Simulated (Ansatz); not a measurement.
# In2O3 (R-3c): the equilibrium volume

At what volume is In2O3 (R-3c) free of pressure?

Program: Ansatz 0.2.0. Level of theory: DFT PBE, scalar-relativistic, plane waves, PAW. These are calculated values, not measurements.

3 further runs of the same task are left out: 3 set aside as unsound or not needed.

**1. The structure to begin with**

It takes space group R-3c (No. 167, trigonal). The conventional cell has a = 5.516 Å, b = 5.516 Å, c = 14.591 Å, α = 90.00°, β = 90.00°, γ = 120.00°. Around In (site symmetry 3) lie 6 O at 2.13 to 2.26 Å. O (site symmetry 2) is surrounded by 4 In at 2.13 to 2.26 Å.

As a file:

```cif
data_structure
_symmetry_space_group_name_H-M 'R-3c:H'
_symmetry_Int_Tables_number 167
_cell_length_a 5.5162
_cell_length_b 5.5162
_cell_length_c 14.5911
_cell_angle_alpha 90.000
_cell_angle_beta 90.000
_cell_angle_gamma 120.000
_cell_volume 384.50
loop_
_atom_site_label
_atom_site_type_symbol
_atom_site_symmetry_multiplicity
_atom_site_Wyckoff_symbol
_atom_site_fract_x
_atom_site_fract_y
_atom_site_fract_z
_atom_site_occupancy
In1 In 12 c 0.33333 0.66667 0.30955 1
O1 O 18 e 0.96316 0.62983 0.08333 1
```

**2. The first run (PBE, 6×6×6 mesh)**

The input, input.yaml:

```yaml
crystal:
  lattice:
    - [2.7581043173, 1.59239227, 4.8636867567]
    - [-2.7581043173, 1.59239227, 4.8636867567]
    - [0.0, -3.18478454, 4.8636867567]
  atoms:
    - { symbol: In, position: [0.642884, 0.642884, 0.642884] }
    - { symbol: In, position: [0.857116, 0.857116, 0.857116] }
    - { symbol: In, position: [0.357116, 0.357116, 0.357116] }
    - { symbol: In, position: [0.142884, 0.142884, 0.142884] }
    - { symbol: O, position: [0.0464953, 0.75, 0.4535047] }
    - { symbol: O, position: [0.75, 0.4535047, 0.0464953] }
    - { symbol: O, position: [0.4535047, 0.0464953, 0.75] }
    - { symbol: O, position: [0.9535047, 0.25, 0.5464953] }
    - { symbol: O, position: [0.5464953, 0.9535047, 0.25] }
    - { symbol: O, position: [0.25, 0.5464953, 0.9535047] }
basis:
  ecutwfc: 420
kpoints:
  mp_grid: { grid: [6, 6, 6] }
hamiltonian:
  xc: pbe
scf:
  occupations: { method: gaussian, width: 0.1 }
output:
  forces: true
  stress: true
  eigenvalues: true
```

Launch:

```bash
$ ansatz run input.yaml --threads 8 --pin off --max-ram 16384MiB --backend cpu --events-out ev --progress --plain --runs-dir out
```

Output, cut to the lines that bear on the results:

```text
Warning: RAYON_NUM_THREADS=8 ignored (pool sized by the plan → 8); use --threads N
[...]
Pseudopotentials: kind: paw
Pseudopotential: In, paw, valence charge 13, recommended cutoff 420 eV (normal), In.paw.azcp
Pseudopotential: O, paw, valence charge 6, recommended cutoff 420 eV (normal), O.paw.azcp
Functional definition: PBE
[...]
Crystal: 10 atoms, lattice volume = 128.167 Å³
Basis set: ecut = 420 eV, 2519 PW (Γ), exchange–correlation on 80×80×80 points (8 copies of the dense FFT grid, shifted against one another)
Bands: 54, of which v1, the nominal top of the filled ones, is band 44 counted from 1 (43 counted from 0)
Symmetry: 12 space group operations
Space group: R-3c (ITA 167), of the structure as read, at distance tolerance 5.0e-5 Å
k-points: 32 of 216
[...]
SCF iter   1: F=—  HF=-25796.386572 eV  |F-HF|=—  |Δ(HF+E_count)|=         —  Δρ=9.89e-4  dr2=5.02e-4  ethr=1.77e-3  ⟨swp⟩=5.9  Hψ=6795  notcnv=0  defer=35
[...]
SCF iter   6: F=-25796.387592 eV  HF=-25796.387592 eV  |F-HF|=1.61e-8  |Δ(HF+E_count)|=   1.01e-7  Δρ=3.21e-6  dr2=1.21e-8  ethr=1.14e-10  ⟨swp⟩=8.0  Hψ=6540  notcnv=0
[...]
SCF converged after 6 iterations
Free energy (F): -25796.387592 eV
[...]
E sigma→0 (E₀):  -25796.387592 eV
Fermi energy:    9.357069 eV
[...]
--- Forces (eV/Å), atoms counted from 1 ---
  atom   1  In     0.00000000     0.00000000    -0.08328686
  atom   2  In     0.00000000    -0.00000000     0.08328686
  atom   3  In    -0.00000000    -0.00000000     0.08328686
  atom   4  In    -0.00000000     0.00000000    -0.08328686
  atom   5  O      0.00337304     0.00584228     0.00000000
  atom   6  O      0.00337304    -0.00584228    -0.00000000
  atom   7  O     -0.00674608     0.00000000     0.00000000
  atom   8  O     -0.00337304    -0.00584228    -0.00000000
[...]
--- Stress (GPa, compression-positive) ---
        5.647568       0.000000       0.000000
        0.000000       5.647568      -0.000000
        0.000000      -0.000000       5.045129
  P = ⅓ Tr σ = 5.4468 GPa (54.468 kbar)
--- Band table (eV; the first three rows and the last of 32) ---
[...]
```

Wall time 2.5 s (8 threads of Arm Neoverse V1, shared host); peak memory 0.71 GiB.

Result: volume 12.817 Å³/atom, pressure 5.45 GPa, gap on the mesh 1.19 eV.

**3. Relaxing cell and atoms**

Changes to input.yaml since step 2:

```diff
@@ -23,3 +23,3 @@
 scf:
-  occupations: { method: gaussian, width: 0.1 }
+  occupations: { method: gaussian, width: 0.02 }
 output:
@@ -28 +28,10 @@
   eigenvalues: true
+  write_density: true
+  write_potential: true
+  elf: true
+  volumetric_format: npy
+relax:
+  adjacent_minimum: "off"
+  f_tol: 0.005
+  max_steps: 80
+  cell: { stress_tol: 0.05 }
```

Launch:

```bash
$ ansatz run input.yaml --threads 8 --pin off --max-ram 16384MiB --backend cpu --events-out ev --progress --plain --runs-dir out
```

Output:

```text
Warning: RAYON_NUM_THREADS=8 ignored (pool sized by the plan → 8); use --threads N
Engine: ansatz 0.2.0, aarch64-unknown-linux-gnu
[... 4 set-up lines as earlier in the session ...]
  parameter kappa = 0.804
  parameter beta = 0.06672455060314922
  exchange = pbe_x(kappa = kappa, mu = beta*pi^2/3)
  correlation = pbe_c(beta = beta)
Crystal: 10 atoms, lattice volume = 128.167 Å³
Basis set: ecut = 420 eV, 2519 PW (Γ), exchange–correlation on 80×80×80 points (8 copies of the dense FFT grid, shifted against one another)
Bands: 54, of which v1, the nominal top of the filled ones, is band 44 counted from 1 (43 counted from 0)
[... 2 set-up lines as earlier in the session ...]
k-points: 32 of 216
Non-local potential: In, projectors of the file, l = 0: 2, l = 1: 2, l = 2: 2, l = 3: 2
Non-local potential: O, projectors of the file, l = 0: 2, l = 1: 2, l = 2: 1
PAW form: soft (Blöchl's): semilocal exchange-correlation on the pseudo side does not see the compensation charge
PAW one-centre angular grid: In, 590 points (default); XC on 64 Gauss nodes
PAW one-centre angular grid: O, 110 points (default); XC on 64 Gauss nodes
Initial density: superposition of atomic densities (neutral atoms: chi_scale 0, normalization atom), corrected by the library's trained network
Initial wavefunctions: pseudopotential atomic-orbital guess
Functional: x = pbe(κ = 0.804, μ = 0.2195149727645171), c = pbe(β = 0.06672455060314922)
SCF iter   1: F=—  HF=-25796.386571 eV  |F-HF|=—  |Δ(HF+E_count)|=         —  Δρ=9.93e-4  dr2=5.11e-4  ethr=1.77e-3  ⟨swp⟩=6.3  Hψ=6991  notcnv=0  defer=5
preconditioner: auto → Resta (q_TF=auto, 2.563 Å⁻¹)  ε∞=4.6  [insulator: Δε(μ)=1.184 eV  Ē_g=16.263 eV  σ=0.020 eV  W_gap=1.00  n_scr=32 (ndim 8)  ℏωp=30.8 eV  f_vac=0.023  D(μ)=0.00/eV (n_scr^D=0)  ε∞_Penn≈4.6]
SCF iter   2: F=—  HF=-25796.387179 eV  |F-HF|=—  |Δ(HF+E_count)|=   6.08e-4  Δρ=5.22e-4  dr2=9.54e-5  ethr=5.81e-7  ⟨swp⟩=2.4  Hψ=3540  notcnv=0  defer=111
SCF iter   3: F=—  HF=-25796.387516 eV  |F-HF|=—  |Δ(HF+E_count)|=   3.36e-4  Δρ=2.30e-4  dr2=2.74e-5  ethr=1.08e-7  ⟨swp⟩=2.0  Hψ=2151  notcnv=0  defer=111
SCF iter   4: F=—  HF=-25796.387591 eV  |F-HF|=—  |Δ(HF+E_count)|=   7.57e-5  Δρ=3.14e-5  dr2=1.50e-6  ethr=3.11e-8  ⟨swp⟩=2.2  Hψ=2983  notcnv=0  defer=111
SCF iter   5: F=—  HF=-25796.387592 eV  |F-HF|=—  |Δ(HF+E_count)|=   1.10e-6  Δρ=9.12e-6  dr2=1.11e-7  ethr=1.70e-9  ⟨swp⟩=3.0  Hψ=3355  notcnv=0  defer=111
SCF iter   6: F=-25796.387592 eV  HF=-25796.387592 eV  |F-HF|=1.45e-8  |Δ(HF+E_count)|=   1.01e-7  Δρ=3.07e-6  dr2=1.14e-8  ethr=1.14e-10  ⟨swp⟩=12.6  Hψ=11856  notcnv=0
SCF 1 converged in 6 iterations: F = -25796.387592 eV  dr2 = 1.14e-8
relax step   1: F+E_penalty+E_count = -25796.38759246 eV  Δ(F+E_penalty+E_count) = +0.000e0 eV  max|allowed force component| = 8.329e-2 eV/Å  Δτ_max = 0.0000 Å  P = +5.447 GPa  Ω = 128.167 Å³  (6 SCF iters, dr2 threshold 1.00e-7 eV, accepted)
Crystal: 10 atoms, lattice volume = 132.637 Å³
Basis set: ecut = 420 eV, 2615 PW (Γ), exchange–correlation on 80×80×80 points (8 copies of the dense FFT grid, shifted against one another)
Initial density: handed on by an earlier stage of this run
Initial wavefunctions: those handed on with the density
iter 1 solved again at ethr=3.54e-5 eV; its pass at ethr=3.10e-3 eV (dr2=3.11e-2 eV) is discarded
SCF iter   1: F=—  HF=-25796.443543 eV  |F-HF|=—  |Δ(HF+E_count)|=         —  Δρ=4.95e-3  dr2=2.89e-2  ethr=3.54e-5  ⟨swp⟩=3.1  Hψ=7568  notcnv=0
preconditioner: auto → Resta (q_TF=auto, 2.548 Å⁻¹)  ε∞=4.6  [insulator: Δε(μ)=0.925 eV  Ē_g=15.978 eV  σ=0.020 eV  W_gap=1.00  n_scr=32 (ndim 8)  ℏωp=30.2 eV  f_vac=0.028  D(μ)=0.00/eV (n_scr^D=0)  ε∞_Penn≈4.6]
SCF iter   2: F=—  HF=-25796.435887 eV  |F-HF|=—  |Δ(HF+E_count)|=   7.66e-3  Δρ=1.41e-3  dr2=2.60e-3  ethr=3.29e-5  ⟨swp⟩=2.2  Hψ=2804  notcnv=0
SCF iter   3: F=—  HF=-25796.435579 eV  |F-HF|=—  |Δ(HF+E_count)|=   3.08e-4  Δρ=6.90e-4  dr2=8.28e-4  ethr=2.96e-6  ⟨swp⟩=2.0  Hψ=2942  notcnv=0
SCF iter   4: F=—  HF=-25796.435655 eV  |F-HF|=—  |Δ(HF+E_count)|=   7.60e-5  Δρ=2.02e-4  dr2=6.89e-5  ethr=9.41e-7  ⟨swp⟩=2.4  Hψ=3159  notcnv=0
SCF iter   5: F=—  HF=-25796.435698 eV  |F-HF|=—  |Δ(HF+E_count)|=   4.34e-5  Δρ=4.71e-5  dr2=2.88e-6  ethr=7.83e-8  ⟨swp⟩=2.6  Hψ=3073  notcnv=0
SCF iter   6: F=-25796.435703 eV  HF=-25796.435703 eV  |F-HF|=1.42e-7  |Δ(HF+E_count)|=   4.92e-6  Δρ=7.60e-6  dr2=9.52e-8  ethr=1.14e-9  ⟨swp⟩=11.7  Hψ=15626  notcnv=0
SCF 2 converged in 6 iterations: F = -25796.435703 eV  dr2 = 9.52e-8
  Residual-converged pass: ⟨swp⟩=1.0  Hψ=1856  notcnv=0  max |occ|·‖R‖ = 7.1e-9 eV (tolerance 1.0e-8 eV)  dr2=9.52e-8  dr2_onsite=6.38e-10  max |Δocc| = 1.3e-260
relax step   2: F+E_penalty+E_count = -25796.43570307 eV  Δ(F+E_penalty+E_count) = -4.811e-2 eV  max|allowed force component| = 1.705e-2 eV/Å  Δτ_max = 0.0016 Å  P = -0.466 GPa  Ω = 132.637 Å³  energy of the carried Pulay correction = -1.876e-2 eV  (6 SCF iters, dr2 threshold 1.00e-6 eV, accepted)
Crystal: 10 atoms, lattice volume = 132.240 Å³
iter 1 solved again at ethr=2.21e-7 eV; its pass at ethr=3.10e-3 eV (dr2=1.95e-4 eV) is discarded
SCF iter   1: F=—  HF=-25796.438065 eV  |F-HF|=—  |Δ(HF+E_count)|=         —  Δρ=4.62e-4  dr2=2.07e-4  ethr=2.21e-7  ⟨swp⟩=3.1  Hψ=7078  notcnv=0
preconditioner: auto → Resta (q_TF=auto, 2.549 Å⁻¹)  ε∞=4.6  [insulator: Δε(μ)=0.975 eV  Ē_g=16.025 eV  σ=0.020 eV  W_gap=1.00  n_scr=32 (ndim 8)  ℏωp=30.3 eV  f_vac=0.024  D(μ)=0.00/eV (n_scr^D=0)  ε∞_Penn≈4.6]
SCF iter   2: F=—  HF=-25796.438025 eV  |F-HF|=—  |Δ(HF+E_count)|=   3.95e-5  Δρ=1.80e-4  dr2=3.12e-5  ethr=2.21e-7  ⟨swp⟩=3.0  Hψ=3136  notcnv=0
SCF iter   3: F=—  HF=-25796.438021 eV  |F-HF|=—  |Δ(HF+E_count)|=   4.57e-6  Δρ=7.31e-5  dr2=8.11e-6  ethr=3.54e-8  ⟨swp⟩=2.1  Hψ=2347  notcnv=0
SCF iter   4: F=—  HF=-25796.438021 eV  |F-HF|=—  |Δ(HF+E_count)|=   3.20e-9  Δρ=2.16e-5  dr2=9.56e-7  ethr=9.21e-9  ⟨swp⟩=2.8  Hψ=3234  notcnv=0
SCF iter   5: F=-25796.438021 eV  HF=-25796.438021 eV  |F-HF|=5.74e-8  |Δ(HF+E_count)|=   3.76e-7  Δρ=5.57e-6  dr2=4.40e-8  ethr=9.20e-10  ⟨swp⟩=9.6  Hψ=12236  notcnv=0
SCF 3 converged in 5 iterations: F = -25796.438021 eV  dr2 = 4.40e-8
relax step   3: F+E_penalty+E_count = -25796.43802122 eV  Δ(F+E_penalty+E_count) = -2.318e-3 eV  max|allowed force component| = 6.608e-3 eV/Å  Δτ_max = 0.0013 Å  P = -0.023 GPa  Ω = 132.240 Å³  energy of the carried Pulay correction = -1.712e-2 eV  (5 SCF iters, dr2 threshold 8.10e-7 eV, accepted)
[... 8 lines left out ...]
relax step   4: F+E_penalty+E_count = -25796.43810292 eV  Δ(F+E_penalty+E_count) = -8.170e-5 eV  max|allowed force component| = 5.415e-3 eV/Å  Δτ_max = 0.0004 Å  P = +0.011 GPa  Ω = 132.224 Å³  energy of the carried Pulay correction = -1.705e-2 eV  (5 SCF iters, dr2 threshold 2.73e-9 eV, accepted)
[... 9 lines left out ...]
relax step   5: F+E_penalty+E_count = -25796.43805705 eV  Δ(F+E_penalty+E_count) = +4.587e-5 eV  max|allowed force component| = 3.790e-3 eV/Å  Δτ_max = 0.0008 Å  P = +0.001 GPa  Ω = 132.236 Å³  energy of the carried Pulay correction = -1.710e-2 eV  (6 SCF iters, dr2 threshold 1.83e-9 eV, accepted)
[... 10 lines left out ...]
relax step   6: F+E_penalty+E_count = -25796.45774235 eV  Δ(F+E_penalty+E_count) = -1.969e-2 eV  max|allowed force component| = 2.444e-3 eV/Å  Δτ_max = 0.0000 Å  P = +0.209 GPa  Ω = 132.236 Å³  stress off target by 2.44e-1 GPa  SCF on the basis re-selected at this cell (its energy is not comparable with the rows above)  (6 SCF iters)
[... 10 lines left out ...]
relax step   7: F+E_penalty+E_count = -25796.45712970 eV  Δ(F+E_penalty+E_count) = +6.126e-4 eV  max|allowed force component| = 1.167e-3 eV/Å  Δτ_max = 0.0004 Å  P = +0.010 GPa  Ω = 132.415 Å³  energy of the carried Pulay correction = -7.407e-4 eV  (5 SCF iters, dr2 threshold 1.49e-7 eV, accepted)
iter 1 solved again at ethr=4.40e-9 eV; its pass at ethr=3.10e-3 eV (dr2=3.87e-6 eV) is discarded
SCF iter   1: F=—  HF=-25796.457733 eV  |F-HF|=—  |Δ(HF+E_count)|=         —  Δρ=1.04e-5  dr2=2.52e-8  ethr=4.40e-9  ⟨swp⟩=4.0  Hψ=13139  notcnv=0
preconditioner: auto → Resta (q_TF=auto, 2.549 Å⁻¹)  ε∞=4.6  [insulator: Δε(μ)=0.968 eV  Ē_g=16.016 eV  σ=0.020 eV  W_gap=1.00  n_scr=32 (ndim 8)  ℏωp=30.3 eV  f_vac=0.025  D(μ)=0.00/eV (n_scr^D=0)  ε∞_Penn≈4.6]
SCF iter   2: F=—  HF=-25796.457749 eV  |F-HF|=—  |Δ(HF+E_count)|=   1.64e-5  Δρ=5.23e-6  dr2=9.38e-9  ethr=2.87e-11  ⟨swp⟩=2.0  Hψ=3110  notcnv=0
SCF iter   3: F=—  HF=-25796.457749 eV  |F-HF|=—  |Δ(HF+E_count)|=   1.61e-8  Δρ=1.75e-6  dr2=1.83e-9  ethr=1.07e-11  ⟨swp⟩=2.0  Hψ=2299  notcnv=0
SCF iter   4: F=—  HF=-25796.457749 eV  |F-HF|=—  |Δ(HF+E_count)|=   1.95e-9  Δρ=3.59e-7  dr2=2.49e-10  ethr=2.07e-12  ⟨swp⟩=2.0  Hψ=3111  notcnv=0
SCF iter   5: F=-25796.457749 eV  HF=-25796.457749 eV  |F-HF|=1.46e-11  |Δ(HF+E_count)|=  3.42e-10  Δρ=5.29e-8  dr2=3.81e-12  ethr=1.00e-12  ⟨swp⟩=6.1  Hψ=8097  notcnv=0
SCF 8 converged in 5 iterations: F = -25796.457749 eV  dr2 = 3.81e-12
relax step   8: F+E_penalty+E_count = -25796.45774914 eV  Δ(F+E_penalty+E_count) = -6.194e-4 eV  max|allowed force component| = 1.186e-3 eV/Å  Δτ_max = 0.0000 Å  P = +0.014 GPa  Ω = 132.415 Å³  stress off target by 1.60e-2 GPa  SCF on the basis re-selected at this cell (its energy is not comparable with the rows above)  (5 SCF iters)
basis re-selected at this cell: Δ(F+E_penalty+E_count) = -6.194e-4 eV, ΔP = +0.004 GPa vs the last step (what re-selecting the basis moved, of the pressure what is left beyond the Pulay correction that the steps carried, after the strain that the cell walked since its last selection, with what the two solves' SCF thresholds leave and, on support functions, any second-order correction that the steps lacked; it is no measure of the basis error at this ecutwfc). This SCF's stress stands 1.60e-2 GPa from its target on what of the cell is left free (relax.cell.stress_tol is 5.00e-2 GPa) and its largest allowed force component is 1.19e-3 eV/Å (relax.f_tol is 5.00e-3 eV/Å): within both
SCF converged after 5 iterations
Free energy (F): -25796.457749 eV
Harris-Foulkes:  -25796.457749 eV  (|F-HF|=1.46e-11)
Internal energy: -25796.457749 eV  (E = F + TS)
E sigma→0 (E₀):  -25796.457749 eV
Fermi energy:    8.757321 eV
--- Per-component energies (eV) ---
  E_band       = -19.854093
  E_kinetic    = 2026.683227
  E_local      = -6027.520314  (includes V_loc(G=0)·N_el)
  E_nonlocal   = 1773.045416
  E_hartree    = 2312.030533
  E_xc         = -1296.109627
  E_vxc        = -953.624406  (∫ρ·V_xc dr)
  E_paw        = -17591.206111  (= ΣΔE_a)
  E_vpaw       = -1462.513657  (= ΣTr[D̂ρ^β])
  E_aug_tail   = 0.014528  (compensation charges beyond the density's cutoff)
  E_ewald      = -6993.395401
  E_smearing   = -0.000000  (= −TS)
  E_closure    = -0.000000  (closes the sum)
  Σ components = -25796.457749   (vs F -25796.457749, Δ=0.00e0)
--- Forces (eV/Å), atoms counted from 1 ---
  atom   1  In     0.00000000     0.00000000     0.00025888
  atom   2  In     0.00000000     0.00000000    -0.00025888
  atom   3  In    -0.00000000    -0.00000000    -0.00025888
  atom   4  In    -0.00000000     0.00000000     0.00025888
  atom   5  O     -0.00059294    -0.00102700    -0.00000000
  atom   6  O     -0.00059294     0.00102700    -0.00000000
  atom   7  O      0.00118588    -0.00000000    -0.00000000
  atom   8  O      0.00059294     0.00102700     0.00000000
  atom   9  O     -0.00118588     0.00000000     0.00000000
  atom  10  O      0.00059294    -0.00102700     0.00000000
  max |Σ_I F_I| component: 1.62e-17 eV/Å
--- Stress (GPa, compression-positive) ---
        0.012635       0.000000      -0.000000
        0.000000       0.012635       0.000000
       -0.000000       0.000000       0.016002
  P = ⅓ Tr σ = 0.0138 GPa (0.138 kbar)
--- Band table (eV; the first three rows and the last of 32) ---
  k-point 0: bands = ["-9.0676", "-8.2686", "-8.2686", "-8.0710", "-8.0710", "-7.9903", "-4.0690", "-4.0690", "-3.9474", "-3.9352", "-3.9352", "-3.8211", "-3.7999", "-3.7999", "-3.7664", "-3.7664", "-3.7239", "-3.7239", "-3.6262", "-3.6219", "-3.6219", "-3.6131", "-3.3436", "-3.3436", "-2.7030", "-2.7030", "2.8032", "3.1845", "4.4476", "4.4476", "5.1426", "5.3856", "5.7768", "5.7768", "5.9754", "7.5419", "7.5419", "7.8190", "7.9250", "7.9250", "8.0306", "8.0306", "8.1968", "8.1968", "9.2407", "13.6040", "14.1306", "15.2296", "17.1197", "17.1606", "17.1606", "17.6022", "17.9260", "17.9260"]
  k-point 1: bands = ["-8.9978", "-8.2597", "-8.2547", "-8.1326", "-8.0860", "-8.0147", "-4.0536", "-4.0424", "-3.9650", "-3.9409", "-3.9188", "-3.8363", "-3.7920", "-3.7901", "-3.7812", "-3.7673", "-3.7326", "-3.7203", "-3.6418", "-3.6195", "-3.6193", "-3.5461", "-3.3689", "-3.3299", "-2.8043", "-2.7365", "2.9177", "3.1762", "4.1136", "4.7951", "4.9546", "5.6134", "5.8623", "6.1519", "6.3789", "6.7658", "7.4356", "7.4792", "7.7950", "7.7981", "7.9900", "8.0513", "8.0938", "8.2213", "10.1531", "13.8720", "14.0011", "14.9570", "16.1538", "16.8329", "17.5294", "17.6181", "18.3605", "18.4909"]
  k-point 2: bands = ["-8.8085", "-8.3100", "-8.2284", "-8.2137", "-8.1266", "-8.0743", "-4.0347", "-4.0041", "-3.9531", "-3.9329", "-3.8974", "-3.8538", "-3.8242", "-3.8063", "-3.7765", "-3.7706", "-3.7220", "-3.7011", "-3.6748", "-3.6202", "-3.6134", "-3.4705", "-3.3439", "-3.2877", "-3.0084", "-2.8569", "3.1783", "3.3930", "3.6743", "4.8147", "5.3604", "5.6875", "5.8720", "6.3360", "6.7106", "6.8201", "7.1056", "7.1219", "7.6228", "7.6531", "7.7007", "7.7623", "8.1459", "8.2716", "11.5525", "13.7974", "13.9372", "14.2585", "15.8956", "16.4740", "17.3108", "18.0202", "18.1149", "18.3385"]
  k-point 31: bands = ["-8.5598", "-8.5598", "-8.1722", "-8.1722", "-8.1722", "-8.1722", "-3.9865", "-3.9865", "-3.9665", "-3.9665", "-3.9665", "-3.9665", "-3.8216", "-3.8216", "-3.8216", "-3.8216", "-3.6349", "-3.6349", "-3.6349", "-3.6349", "-3.5340", "-3.5340", "-3.0952", "-3.0952", "-3.0952", "-3.0952", "3.4661", "3.4661", "4.7472", "4.7472", "5.4987", "5.4987", "5.4987", "5.4987", "6.4041", "6.4041", "7.2402", "7.2402", "7.2402", "7.2402", "8.0864", "8.0864", "8.0864", "8.0864", "12.3761", "12.3761", "15.0044", "15.0044", "16.3736", "16.3736", "17.7580", "17.7580", "17.7580", "17.7580"]
--- Relaxed structure (6 steps of the walk, 6 accepted, 2 SCFs on fresh bases) ---
  F+E_penalty+E_count = -25796.45774914 eV   max|allowed force component| = 1.186e-3 eV/Å   (the final SCF, on the basis selected at the relaxed cell)
  cell:  # Å, volume = 132.4148 Å³
    - [2.7876176706879803, 1.6094318125694629, 4.91903137925075]
    - [-2.7876176706879803, 1.6094318125694629, 4.91903137925075]
    - [8.806690626094872e-34, -3.2188636251389258, 4.91903137925075]
  atoms:
    - { symbol: In, position: [0.6427970986313974, 0.6427970986313974, 0.6427970986313974] }
    - { symbol: In, position: [0.8572029013686024, 0.8572029013686024, 0.8572029013686024] }
    - { symbol: In, position: [0.3572029013686024, 0.3572029013686024, 0.3572029013686024] }
    - { symbol: In, position: [0.14279709863139753, 0.14279709863139753, 0.14279709863139753] }
    - { symbol: O, position: [0.04656720186380836, 0.7499999999999999, 0.4534327981361914] }
    - { symbol: O, position: [0.7499999999999998, 0.45343279813619136, 0.04656720186380853] }
    - { symbol: O, position: [0.4534327981361915, 0.04656720186380836, 0.7499999999999999] }
    - { symbol: O, position: [0.9534327981361914, 0.24999999999999994, 0.5465672018638084] }
    - { symbol: O, position: [0.5465672018638084, 0.9534327981361914, 0.24999999999999994] }
    - { symbol: O, position: [0.25, 0.5465672018638085, 0.9534327981361913] }
```

Wall time 20 s (8 threads of Arm Neoverse V1, shared host); peak memory 0.75 GiB.

How the relaxation went:

```
step  energy from step 1 (meV/atom)  largest force component (eV/Å)  pressure (GPa)  volume (Å³/atom)
   1                            0.0                           0.083            5.45            12.817
   2                           -4.8                           0.017           -0.47            13.264
   3                           -5.0                           0.007           -0.02            13.224
   4                           -5.1                           0.005            0.01            13.222
   5                           -5.0                           0.004            0.00            13.224
   6                           -7.0                           0.002            0.21            13.224
   7                           -7.0                           0.001            0.01            13.241
   8                           -7.0                           0.001            0.01            13.241
```

Step 1 is the start. Step 6 repeats a cell on a basis chosen anew, so the energy can jump there without a move. Step 8 repeats the geometry before it on a plane-wave basis chosen anew for the final cell, which shifts the energy by -0.1 meV/atom.

This gives: volume 13.241 Å³/atom, pressure 0.01 GPa, mesh gap 0.97 eV.

**4. The cell, before and after**

The cell before and after:

| cell as typed | before | after | change |
| --- | --- | --- | --- |
| a (Å) | 5.814 | 5.879 | +1.1 % |
| b (Å) | 5.814 | 5.879 | +1.1 % |
| c (Å) | 5.814 | 5.879 | +1.1 % |
| α (°) | 56.64 | 56.61 | -0.03° |
| β (°) | 56.64 | 56.61 | -0.03° |
| γ (°) | 56.64 | 56.61 | -0.03° |
| volume (Å³/atom) | 12.817 | 13.241 | +3.3 % |
| shortest distance (Å) | 2.133 | 2.156 | +1.0 % |
| space group | R-3c | R-3c | same |

**5. Summary of results**

| quantity | value |
| --- | --- |
| volume | 13.241 Å³/atom |
| pressure | 0.01 GPa |
| conventional cell | a = 5.575 Å, b = 5.575 Å, c = 14.757 Å, α = 90.00°, β = 90.00°, γ = 120.00° |
| gap on the mesh | 0.97 eV |

From the first run shown, the volume went from 12.82 to 13.24 Å³/atom (+3.3 %) in 2 runs, where the pressure is zero within 0.01 GPa.

The gaps are Kohn-Sham values of a semilocal functional, not quasiparticle or optical gaps. Such gaps usually fall short of the measured ones.
